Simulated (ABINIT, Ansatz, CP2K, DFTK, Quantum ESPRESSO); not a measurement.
The band gap of MgO, sorted by core time

Symmetry: Fm-3m, No. 225, cubic system. The conventional cell has a = 4.194 Å, b = 4.194 Å, c = 4.194 Å, α = 90.00°, β = 90.00°, γ = 90.00°. Mg (site symmetry m-3m) is surrounded by 6 O at 2.10 Å. Around O (site symmetry m-3m) lie 6 Mg at 2.10 Å.

| rung | level | program and potentials | cutoff (eV) | k mesh | core time | chip | band gap (eV) | notes |
| --- | --- | --- | --- | --- | --- | --- | --- | --- |
| GGA | PBEsol | Ansatz, PAW datasets made for the crystal | 360 | 11 × 11 × 11 | 8 s | Arm Neoverse V1 | 4.76 | 4 valence electrons an atom on average |
| LDA | LDA | Quantum ESPRESSO, SG15 PBE 1.2 | 1197 | 11 × 11 × 11 | 28 s | Arm Neoverse V2 | 4.57 | potentials made for PBE; 8 valence electrons an atom on average; far from this level's other runs, cause not traced |
| GGA | RPBE | Quantum ESPRESSO, SG15 PBE 1.2 | 1197 | 11 × 11 × 11 | 29 s | Arm Neoverse V2 | 5.07 | potentials made for PBE; 8 valence electrons an atom on average |
| non-local van der Waals functional | rPW86PBE+rVV10 | Quantum ESPRESSO, SG15 PBE 1.2 | 1197 | 11 × 11 × 11 | 34 s | Arm Neoverse V2 | 4.90 | potentials made for PBE; 8 valence electrons an atom on average |
| GGA | PBE | ABINIT, JTH PAW PBE v2.0 | 762 | 11 × 11 × 11 | 35 s | Arm Neoverse V2 | 4.86 | 8 valence electrons an atom on average |
| GGA | PBE | CP2K, POTENTIAL_UZH Mg GTH-PBE-q10, O GTH-PBE-q6; TZVP-MOLOPT-PBE-GTH basis | - | 11 × 11 × 11 | 52 s | Arm Neoverse V1 | 4.82 | atomic basis; 8 valence electrons an atom on average |
| LDA | LDA | DFTK, SG15 1.2 (PBE) | 1225 | 11 × 11 × 11 | 59 s | AMD EPYC 9R45 Zen 5 | 4.57 | potentials made for PBE; 8 valence electrons an atom on average; far from this level's other runs, cause not traced |
| non-local van der Waals functional | rev-vdW-DF2 | Quantum ESPRESSO, SG15 PBE 1.2 | 1197 | 11 × 11 × 11 | 5 min | Arm Neoverse V2 | 4.92 | potentials made for PBE; 8 valence electrons an atom on average |

Times are single runs on shared hosts and different chips, so they are rough; meshes, cutoffs and the tasks' sizes weigh on the time. Task: band structure. All rows: no spin polarisation. Gaps are the least found on the k mesh or the band path, and a mesh can miss the band edges. All levels ran on this one cell, unrelaxed unless noted. Meshes are those of the run's cell of 2 atoms unless a note names another. Misses use the values as printed. Runs on faulty files, with rough fits or with known faults for this quantity aren't shown. No row holds spin-orbit coupling.

Measured: 7.77 eV at 295 K (a printed reference work).

Q: Which of the timed runs without a coarse mesh or an atomic basis is the cheapest that comes within 0.3 eV of the measured band gap?

A: None of them does; the nearest misses by -2.70 eV. LDA and GGA gaps fall short mostly because these functionals lack the derivative discontinuity; the runs are for a static lattice, while measurements hold temperature and zero-point motion.
